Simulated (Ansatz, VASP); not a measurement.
# SiC: VASP beside Ansatz, part 2 of 2

One calculation is typed for both programs; each brings its own data sets and cutoff. How far apart do they land?

VASP 6.6.1 and Ansatz 0.2.0.

So far: Starting point; VASP: dielectric response, LDA.

## (3) Ansatz: dielectric response, LDA

Level of this step: Ansatz beside VASP: Kohn-Sham DFT, plane waves, LDA (Ansatz).

Ansatz runs on its default PAW (the set named soft_2) files.

The same cell, functional (in two slightly different forms) and mesh now go to Ansatz, which takes its cutoff from its data sets.

input.yaml reads:

```yaml
crystal:
  lattice:
    - [0.0, 2.18, 2.18]
    - [2.18, 0.0, 2.18]
    - [2.18, 2.18, 0.0]
  atoms:
    - { symbol: Si, position: [0.0, 0.0, 0.0] }
    - { symbol: C, position: [0.25, 0.25, 0.25] }
hamiltonian:
  xc: lda
  pseudopotentials: { kind: paw }
kpoints:
  mp_grid: { grid: [13, 13, 13] }
scf:
  occupations: { method: fixed }
dielectric:
  method: response
```

Run with:

```console
> ansatz run input.yaml --threads 2 --pin off --max-ram 4608MiB --backend cpu --events-out ev --progress --plain --runs-dir out
```

Numbers of over 12 decimals in the logs are rounded to 6 here.

The program printed:

```text
Engine: ansatz 0.2.0, aarch64-unknown-linux-gnu
Pseudopotentials: kind: paw
Pseudopotential: Si, paw, valence charge 4, recommended cutoff 420 eV (normal), Si.paw.azcp
Pseudopotential: C, paw, valence charge 4, recommended cutoff 420 eV (normal), C.paw.azcp
Functional definition: SPW92
  exchange = slater_x
  correlation = pw_c
Crystal: 2 atoms, lattice volume = 20.720 Å³
Basis set: ecut = 420 eV, 411 PW (Γ), exchange–correlation on 48×48×48 points (8 copies of the dense FFT grid, shifted against one another)
Bands: 8, of which v1, the nominal top of the filled ones, is band 4 counted from 1 (3 counted from 0)
Symmetry: 24 space group operations
k-points: 343 of 2197 (irreducible under 4 space group operations, time reversal used)
Non-local potential: Si, projectors of the file, l = 0: 2, l = 1: 2, l = 2: 2
Non-local potential: C, projectors of the file, l = 0: 2, l = 1: 2, l = 2: 1
PAW form: soft (Blöchl's): semilocal exchange-correlation on the pseudo side does not see the compensation charge
PAW frozen core: Si, regenerated for the run's functional, and the local potential with it (the file was generated under x = pbe(κ = 0.804, μ = 0.219515), c = pbe(β = 0.066725))
PAW frozen core: C, regenerated for the run's functional, and the local potential with it (the file was generated under x = pbe(κ = 0.804, μ = 0.219515), c = pbe(β = 0.066725))
PAW one-centre angular grid: Si, 110 points (default); XC on 64 Gauss nodes
PAW one-centre angular grid: C, 110 points (default); XC on 64 Gauss nodes
Initial density: superposition of atomic densities (neutral atoms: chi_scale 0, normalization atom), corrected by the library's trained network
Initial wavefunctions: pseudopotential atomic-orbital guess
Functional: x = slater, c = lda
SCF iter   1: F=—  HF=-852.197984 eV  |F-HF|=—  |Δ(HF+E_count)|=         —  Δρ=7.68e-3  dr2=1.28e-2  ethr=1.77e-3  ⟨swp⟩=4.6  Hψ=19440  notcnv=0  defer=625
preconditioner: auto → none  [insulator: Δε(μ)=1.311 eV  Ē_g=13.871 eV  n_scr=0 (ndim 8)  ℏωp=23.1 eV  f_vac=0.000  ε∞_Penn≈3.8]
SCF iter   2: F=—  HF=-852.194527 eV  |F-HF|=—  |Δ(HF+E_count)|=   3.46e-3  Δρ=3.57e-3  dr2=1.32e-3  ethr=1.60e-4  ⟨swp⟩=2.2  Hψ=6401  notcnv=0  defer=674
SCF iter   3: F=—  HF=-852.194170 eV  |F-HF|=—  |Δ(HF+E_count)|=   3.58e-4  Δρ=1.48e-3  dr2=1.80e-4  ethr=1.65e-5  ⟨swp⟩=2.5  Hψ=4519  notcnv=0  defer=663
SCF iter   4: F=—  HF=-852.194126 eV  |F-HF|=—  |Δ(HF+E_count)|=   4.39e-5  Δρ=2.36e-4  dr2=5.03e-6  ethr=2.25e-6  ⟨swp⟩=1.0  Hψ=2744  notcnv=0  defer=214
SCF iter   5: F=—  HF=-852.194126 eV  |F-HF|=—  |Δ(HF+E_count)|=   3.48e-7  Δρ=1.07e-5  dr2=9.77e-9  ethr=6.29e-8  ⟨swp⟩=1.8  Hψ=3607  notcnv=0
SCF iter   6: F=—  HF=-852.194125 eV  |F-HF|=—  |Δ(HF+E_count)|=   7.88e-7  Δρ=1.60e-6  dr2=1.98e-10  ethr=1.22e-10  ⟨swp⟩=2.4  Hψ=3983  notcnv=0
SCF iter   7: F=-852.194125 eV  HF=-852.194125 eV  |F-HF|=5.68e-13  |Δ(HF+E_count)|=  9.05e-11  Δρ=9.71e-8  dr2=9.74e-13  ethr=1.25e-12  ⟨swp⟩=2.1  Hψ=5770  notcnv=0
SCF 1 converged in 7 iterations: F = -852.194125 eV  dr2 = 9.74e-13
  greatest PAW one-centre occupation: 0.637 electrons in one spin orbital (limit 2), on the C atom at site 1 (counted from 0), in its partial waves of l = 0
NSCF: frozen V_eff on 6 k-points
DFPT response loops at Γ: preconditioner auto → none (the input reference at scf.mixing.eps_inf says where Resta's filter doesn't serve); β = 0.50; Broyden in place of MSR1
── the response to a field inside a basis, on 14×14×14 k-points: an SCF that follows is theirs, and a resumed run solves both again ──
Bands: 5, of which v1, the nominal top of the filled ones, is band 4 counted from 1 (3 counted from 0)
k-points: 280 of 2744 (irreducible under 6 space group operations, time reversal used)
Initial density: handed on by an earlier stage of this run
Initial wavefunctions: pseudopotential atomic-orbital guess (no wavefunctions were taken with the density)
Eigensolver: Dense (280 Hₖ)
SCF iter   1: F=—  HF=-852.196432 eV  |F-HF|=—  |Δ(HF+E_count)|=         —  Δρ=4.96e-4  dr2=7.70e-6  ethr=1.00e-1
preconditioner: auto → none  [insulator: Δε(μ)=1.438 eV  Ē_g=10.586 eV  n_scr=0 (ndim 8)  ℏωp=23.1 eV  f_vac=0.000  ε∞_Penn≈5.8]
SCF iter   2: F=—  HF=-852.196434 eV  |F-HF|=—  |Δ(HF+E_count)|=   1.47e-6  Δρ=2.40e-4  dr2=1.70e-6  ethr=9.63e-8
SCF iter   3: F=—  HF=-852.196435 eV  |F-HF|=—  |Δ(HF+E_count)|=   7.95e-7  Δρ=6.13e-5  dr2=3.63e-7  ethr=2.12e-8
SCF iter   4: F=-852.196434 eV  HF=-852.196434 eV  |F-HF|=3.18e-12  |Δ(HF+E_count)|=   6.54e-8  Δρ=4.30e-6  dr2=1.14e-9  ethr=4.53e-9
SCF 1 converged in 4 iterations: F = -852.196434 eV  dr2 = 1.14e-9
DFPT response loops at Γ: mixed as the last ones told, above
SCF converged after 7 iterations
Free energy (F): -852.194125 eV
Harris-Foulkes:  -852.194125 eV  (|F-HF|=5.68e-13)
Internal energy: -852.194125 eV  (E = F + TS)
E sigma→0 (E₀):  -852.194125 eV
Fermi energy:    9.226583 eV
--- Per-component energies (eV) ---
  E_band       = 26.932889
  E_kinetic    = 135.624085
  E_local      = -106.338070  (includes V_loc(G=0)·N_el)
  E_nonlocal   = 53.890853
  E_hartree    = 31.782600
  E_xc         = -104.677724
  E_vxc        = -109.332254  (∫ρ·V_xc dr)
  E_paw        = -577.969899  (= ΣΔE_a)
  E_vpaw       = -10.476944  (= ΣTr[D̂ρ^β])
  E_aug_tail   = 0.000012  (compensation charges beyond the density's cutoff)
  E_ewald      = -284.653145
  E_core_change = 0.147163  (= ΣΔE_core)
  E_smearing   = -0.000000  (= −TS)
  E_closure    = -0.000000  (closes the sum)
  Σ components = -852.194125   (vs F -852.194125, Δ=0.00e0)
--- Band table (eV; the first three rows and the last of 343) ---
  k-point 0: bands = ["-6.0813", "9.2266", "9.2266", "9.2266", "15.4775", "16.4166", "16.4166", "16.4166"]
  k-point 1: bands = ["-5.9653", "8.6062", "9.1447", "9.1447", "15.6783", "16.5409", "16.5674", "16.5674"]
  k-point 2: bands = ["-5.6199", "7.1555", "8.9369", "8.9369", "15.5638", "16.8860", "16.8860", "17.3174"]
  k-point 342: bands = ["-2.5516", "2.9768", "4.5409", "7.4509", "14.4862", "17.2800", "18.6260", "19.6379"]
--- Dielectric response (ions clamped): 3 representative field directions + reference, inside a basis on a mesh of 2744 k-points (Σ response iterations 12) ---
  ε∞ (high-frequency dielectric tensor):
        6.978005    -0.000000     0.000000
       -0.000000     6.978005     0.000000
        0.000000     0.000000     6.978005
  Born effective charges Z* (e; rows j = field, columns β = displacement):
    site 0:
         2.71513   -0.00000   -0.00000
        -0.00000    2.71513    0.00000
         0.00000    0.00000    2.71513
    site 1:
        -2.71513    0.00000    0.00000
         0.00000   -2.71513   -0.00000
        -0.00000   -0.00000   -2.71513
  Z* charge neutrality: 1.203e-3 e pre-enforcement
  solved inside a basis spanned on kpoints, on 14×14×14 k-points, its susceptibility summed on 18×18×18: ε∞ is read to err by 2.0e-2, Z* by 9.7e-3 e (field_mesh: kpoints solves on kpoints); Z* is corrected for what the basis lacks
```

Elapsed: 34 s, on 2 threads of Arm Neoverse N1, shared host; peak memory 0.54 GiB; 67 s of CPU time.

In the SCF lines HF is the Harris–Foulkes energy and dr2 the Hartree energy of the density residual, in eV; the loop may stop once dr2 is under the threshold and the program's other checks hold. Hψ counts applications of the Hamiltonian.

## (4) Comparison

Known differences besides the potentials themselves: the two LDA forms differ slightly; VASP's response is taken on the typed mesh, Ansatz refines its own for the field response alone; the cutoff is 420 eV in Ansatz and 520 eV in VASP; VASP's log shows a relativistic correction to its local exchange, Ansatz's none. Total energies have different zeros and are not compared.

The two programs side by side:

```
                                     quantity  Ansatz   VASP  difference
                                        ε∞ xx    6.98   6.99     -0.19 %
                                        ε∞ yy    6.98   6.99     -0.19 %
                                        ε∞ zz    6.98   6.99     -0.19 %
Born charge of Si1 (mean of the diagonal) (e)    2.72   2.70       +0.02
 Born charge of C2 (mean of the diagonal) (e)   -2.72  -2.70       -0.02
```

## (5) What came out

```
difference in ε∞ xx (dielectric response, LDA) : -0.19 %
```

In words: The difference in ε∞ xx is -0.19 % (dielectric response, LDA), within the 5 % picked in this series as the mark of a large difference. How closely two codes agree says nothing of how well the functional describes the real material.

[Lines on the potential files, build, host, timing and source positions are cut from VASP's logs without a mark.]

[Logs are printed without paths, hosts, clocks, repeated set-up lines and the standing remarks that a program may print on its own settings, such as how far it seeks lower states.]

[Hosts, paths, dates, database ids (printed as entryN), source tags and the programs' standing remarks are cut or masked in the printed files.]
